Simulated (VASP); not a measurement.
# GaP (F-43m) in VASP: a series of runs

The runs below take GaP through relaxation of cell and atoms, with PBE.

Everything below comes from runs of VASP 6.6.1. Logs are shortened: lines on timing, memory, paths and dates and some standing lists are left out, and cuts for length are marked.

### 1 The crystal as given

Symmetry: F-43m, No. 216, cubic system. Conventional cell: a = 5.451 Å, b = 5.451 Å, c = 5.451 Å, α = 90.00°, β = 90.00°, γ = 90.00°. Ga (site symmetry -43m) is surrounded by 4 P at 2.36 Å. P (site symmetry -43m) is surrounded by 4 Ga at 2.36 Å.

### 2 Relaxation of cell and atoms, PBE

Input file INCAR:

```
ALGO     = Normal         # electronic algorithm
EDIFF    = 1E-7           # SCF threshold, eV
EDIFFG   = -0.002         # ionic threshold
ENCUT    = 520            # plane-wave cutoff, eV
GGA      = PE             # functional
IBRION   = 2              # ionic algorithm
ISIF     = 3              # what is computed and relaxed
ISMEAR   = 0              # smearing method
LASPH    = T              # aspherical terms in the spheres
LCHARG   = F              # write CHGCAR
LREAL    = F              # projectors in reciprocal space
LWAVE    = F              # write WAVECAR
NELM     = 80             # most SCF steps
NSW      = 80             # ionic steps
PREC     = Accurate       # precision mode
SIGMA    = 1.0            # smearing width, eV
```

Input file KPOINTS:

```
k-points
0
Gamma
  10 10 10
```

Input file POSCAR:

```
GaP
1.0
    0.0000000000      2.7252500000      2.7252500000
    2.7252500000      0.0000000000      2.7252500000
    2.7252500000      2.7252500000      0.0000000000
Ga P
1 1
Direct
    0.0000000000      0.0000000000      0.0000000000
    0.2500000000      0.2500000000      0.2500000000
```

Potentials or basis: VASP PAW PBE potentials, release 64 (Ga_d, P).

Launch:

```bash
cat potpaw_PBE.64/Ga_d/POTCAR potpaw_PBE.64/P/POTCAR > POTCAR
mpirun -np 1 vasp_std > vasp.out
```

OUTCAR:

```text
EDIFF = 1E-7
   EDIFFG = -0.002
   ENCUT = 520
   GGA = PE
   IBRION = 2
   ISIF = 3
   ISMEAR = 0
   LASPH = T
   LREAL = F
   NELM = 80
   NSW = 80
   PREC = Accurate

 ion  position               nearest neighbor table
   1  0.000  0.000  0.000-   2 2.36   2 2.36   2 2.36   2 2.36
   2  0.250  0.250  0.250-   1 2.36   1 2.36   1 2.36   1 2.36

  LATTYP: Found a face centered cubic cell.
 ALAT       =     5.4505000000

  Lattice vectors:

 A1 = (   0.0000000000,   2.7252500000,   2.7252500000)
 A2 = (   2.7252500000,   0.0000000000,   2.7252500000)
 A3 = (   2.7252500000,   2.7252500000,   0.0000000000)

Analysis of symmetry for initial positions (statically):
=====================================================================
 Subroutine PRICEL returns:
 Original cell was already a primitive cell.

 Routine SETGRP: Setting up the symmetry group for a
 face centered cubic supercell.

 Subroutine GETGRP returns: Found 24 space group operations
 (whereof 24 operations were pure point group operations)
 out of a pool of 48 trial point group operations.

The static configuration has the point symmetry T_d .

Analysis of symmetry for dynamics (positions and initial velocities):
=====================================================================
 Subroutine PRICEL returns:
 Original cell was already a primitive cell.

 Routine SETGRP: Setting up the symmetry group for a
 face centered cubic supercell.

 Subroutine GETGRP returns: Found 24 space group operations
 (whereof 24 operations were pure point group operations)
 out of a pool of 48 trial point group operations.

The dynamic configuration has the point symmetry T_d .

 Subroutine INISYM returns: Found 24 space group operations
 (whereof 24 operations are pure point group operations),
 and found     1 'primitive' translations

----------------------------------------------------------------------------------------

                                     Primitive cell

  volume of cell :      40.4808

  direct lattice vectors                    reciprocal lattice vectors
     0.000000000  2.725250000  2.725250000    -0.183469406  0.183469406  0.183469406
     2.725250000  0.000000000  2.725250000     0.183469406 -0.183469406  0.183469406
     2.725250000  2.725250000  0.000000000     0.183469406  0.183469406 -0.183469406

  length of vectors
     3.854085511  3.854085511  3.854085511     0.317778334  0.317778334  0.317778334

  position of ions in fractional coordinates (direct lattice)
     0.000000000  0.000000000  0.000000000
     0.250000000  0.250000000  0.250000000

  ion indices of the primitive-cell ions
   primitive index   ion index
[... 100 lines left out ...]
   LHFCALC =     F    Hartree Fock is set to
   AEXX    =    0.0000 exact exchange contribution
   IVDW    =     0    specifies the selected vdW correction
   LEPSILON=     F    determine dielectric tensor
   LRPA    =     F    only Hartree local field effects (RPA)
 conjugate gradient relaxation of ions
 non-spin polarized calculation
 Gauss-broadening in eV      SIGMA  =   1.00
  energy-cutoff  :      520.00
  volume of cell :       40.48
 maximum number of plane-waves:      1106
 NGX is ok and might be reduce to    30
   NGX = 15   NGY = 15   NGZ = 15

--------------------------------------- Ionic step        1  -------------------------------------------

 number of electron      17.9999989 magnetization

 Free energy of the ion-electron system (eV)
  ---------------------------------------------------
  ext. energy  EPLUGINS =         0.00000000
  ---------------------------------------------------
  free energy    TOTEN  =        -9.12776804 eV

  energy without entropy =       -9.07493460  energy(sigma->0) =       -9.10135132

------------------------ aborting loop because EDIFF is reached ----------------------------------------

  FORCE on cell =-STRESS in cart. coord.  units (eV):
  Direction    XX          YY          ZZ          XY          YZ          ZX
  --------------------------------------------------------------------------------------
  -------------------------------------------------------------------------------------
  Total        0.6415238      0.6415238      0.6415238      0.0000000     -0.0000000     -0.0000000
  in kB       25.3906781     25.3906781     25.3906781      0.0000000     -0.0000000     -0.0000000
  external PRESSURE =      25.3906781 kB  Pullay stress =       0.0000000 kB
[... 59 lines left out ...]
--------------------------------------- Ionic step        3  -------------------------------------------

 number of electron      18.0000004 magnetization

 Free energy of the ion-electron system (eV)
  ---------------------------------------------------
  ext. energy  EPLUGINS =         0.00000000
  ---------------------------------------------------
  free energy    TOTEN  =        -9.13774823 eV

  energy without entropy =       -9.08106222  energy(sigma->0) =       -9.10940522

 E-fermi :   5.0669     XC(G=0):  -9.6950

 val. band max:        4.3242596863   @ k =   0.0000   0.0000   0.0000
 cond. band min:       5.8926263555   @ k =   0.0000   0.0000   0.0000
 fundamental gap:      1.5683666691
 Fermi energy:         5.0669309110

 k-point     1 :       0.0000    0.0000    0.0000
  band No.  band energies     occupation
      1     -10.1665      2.00000
      2     -10.1665      2.00000
      3     -10.1665      2.00000
      4     -10.0758      2.00000
      5     -10.0758      2.00000
      6      -7.9325      2.00000
      7       4.3243      1.70642
      8       4.3243      1.70642
      9       4.3243      1.70642
     10       5.8926      0.24292
     11       8.2274      0.00001
     12       8.2274      0.00001
     13       8.2274      0.00001
[... 354 lines left out ...]
  band No.  band energies     occupation
      1     -10.2526      2.00000
      2     -10.1235      2.00000
      3     -10.1216      2.00000
      4     -10.0973      2.00000
      5     -10.0611      2.00000
      6      -6.0389      2.00000
      7      -0.9785      2.00000
      8       1.8438      1.99999
      9       2.1744      1.99996
     10       6.4012      0.05918
     11       7.4488      0.00076
     12      11.8036      0.00000
     13      12.3030      0.00000

 [... further k-points ...]

------------------------ aborting loop because EDIFF is reached ----------------------------------------

  FORCE on cell =-STRESS in cart. coord.  units (eV):
  Direction    XX          YY          ZZ          XY          YZ          ZX
  --------------------------------------------------------------------------------------
  -------------------------------------------------------------------------------------
  Total        0.0001379      0.0001379      0.0001379      0.0000000      0.0000000     -0.0000000
  in kB        0.0052892      0.0052892      0.0052892      0.0000000      0.0000000     -0.0000000
  external PRESSURE =       0.0052892 kB  Pullay stress =       0.0000000 kB
[... 17 lines left out ...]
  FREE ENERGIE OF THE ION-ELECTRON SYSTEM (eV)
  ---------------------------------------------------
  free  energy   TOTEN  =        -9.1377482254 eV

  energy  without entropy=       -9.0810622181  energy(sigma->0) =       -9.10940522

 reached required accuracy - stopping structural energy minimisation
```

OSZICAR:

```text
N       E                     dE             d eps       ncg     rms          rms(c)
DAV:   1     0.825603819377E+02    0.82560E+02   -0.94583E+03  1222   0.199E+03
DAV:   2    -0.290915785193E+01   -0.85470E+02   -0.82319E+02  1292   0.329E+02
DAV:   3    -0.927624621444E+01   -0.63671E+01   -0.63110E+01  1567   0.770E+01
[... 28 lines left out ...]
DAV:   5    -0.913774862969E+01    0.98591E-04   -0.62739E-05  1678   0.120E-01    0.126E-02
DAV:   6    -0.913774785704E+01    0.77265E-06   -0.34254E-06  1789   0.250E-02    0.582E-03
DAV:   7    -0.913774805525E+01   -0.19821E-06   -0.26935E-07  1379   0.724E-03    0.300E-03
DAV:   8    -0.913774822652E+01   -0.17128E-06   -0.12637E-07  1062   0.401E-03    0.438E-04
DAV:   9    -0.913774822542E+01    0.11019E-08   -0.71009E-09   641   0.911E-04
   3 F= -.91377482E+01 E0= -.91094052E+01  d E =-.998019E-02
```

Run time: 69 s. Hardware: 1 thread of Intel Xeon Platinum 8488C (Sapphire Rapids), shared host; peak memory 0.18 GiB.

Results:

```yaml
Free_energy: -9.1377 eV
Relaxed_volume: 20.89 Å³/atom
Relaxed_cell: a = 3.895 Å, b = 3.895 Å, c = 3.895 Å, α = 60.00°, β = 60.00°, γ = 60.00°
Space_group_after_relaxing_to_0.05_Å: F-43m (No. 216)
Energy_gained_by_relaxing: 5.0 meV/atom
Ionic_steps: 3
Pressure_after_relaxing: 0.0 GPa
Band_gap_on_the_k_mesh: 1.57 eV, direct
```

The path:
```tsv
step	energy change (eV)	largest force (eV/Å)	pressure (GPa)	volume (Å³)
1	0.0000	0.0000	2.54	40.48
2	-0.0080	0.0000	-1.02	42.39
3	-0.0100	0.0000	0.00	41.78
```

Final structure:
```
Ga P
1.0
     0.00000    2.75410    2.75410
     2.75410    0.00000    2.75410
     2.75410    2.75410    0.00000
Ga P
1 1
Direct
  0.00000 0.00000 0.00000
  0.25000 0.25000 0.25000
```

A k mesh can miss the band edges. A hybrid or GW would open this gap; PBE tends to underestimate it.

### 3 Relaxation of cell and atoms, PBE

This run uses another cell than the first one, of 20.89 Å³/atom, 1.032 times its volume.

INCAR is that of step 2.

KPOINTS is that of step 2.

Input file POSCAR:

```
GaP                                     
1.0
    0.0000000000      2.7541018203      2.7541018203
    2.7541018203     -0.0000000000      2.7541018203
    2.7541018203      2.7541018203      0.0000000000
  Ga              P             
     1     1
Direct
     0.0000000000000000    0.0000000000000000    0.0000000000000000
     0.2500000000000000    0.2500000000000000    0.2500000000000000
```

Potentials or basis: VASP PAW PBE potentials, release 64 (Ga_d, P).

Launch:

```bash
cat potpaw_PBE.64/Ga_d/POTCAR potpaw_PBE.64/P/POTCAR > POTCAR
mpirun -np 1 vasp_std > vasp.out
```

It took 29 s on 1 thread of Intel Xeon Platinum 8488C (Sapphire Rapids), shared host; peak memory 0.17 GiB.

Results (log left out):

| Item | Value |
| --- | --- |
| Free energy | -9.1379 eV |
| Pressure after relaxing | 0.0 GPa |
| Band gap on the k mesh | 1.57 eV, direct |

Final structure:
```
Ga P
1.0
     0.00000    2.75410    2.75410
     2.75410    0.00000    2.75410
     2.75410    2.75410    0.00000
Ga P
1 1
Direct
  0.00000 0.00000 0.00000
  0.25000 0.25000 0.25000
```

Levels at points of the mesh, in eV from the valence-band top:
| k point | band 5 | band 6 | band 7 | band 8 | band 9 | band 10 | band 11 | band 12 | band 13 |
| --- | --- | --- | --- | --- | --- | --- | --- | --- | --- |
| (0.00, 0.00, 0.00) | -14.40 | -12.26 | 0.00 | 0.00 | 0.00 | 1.57 | 3.90 | 3.90 | 3.90 |
| (0.50, 0.00, 0.00) | -14.39 | -10.29 | -6.45 | -1.07 | -1.07 | 1.58 | 4.73 | 4.73 | 8.22 |
| (0.50, 0.50, 0.00) | -14.38 | -9.44 | -6.60 | -2.57 | -2.57 | 1.73 | 1.85 | 10.36 | 10.36 |

Caveat: the relaxation stopped at its first step, so nothing moved.
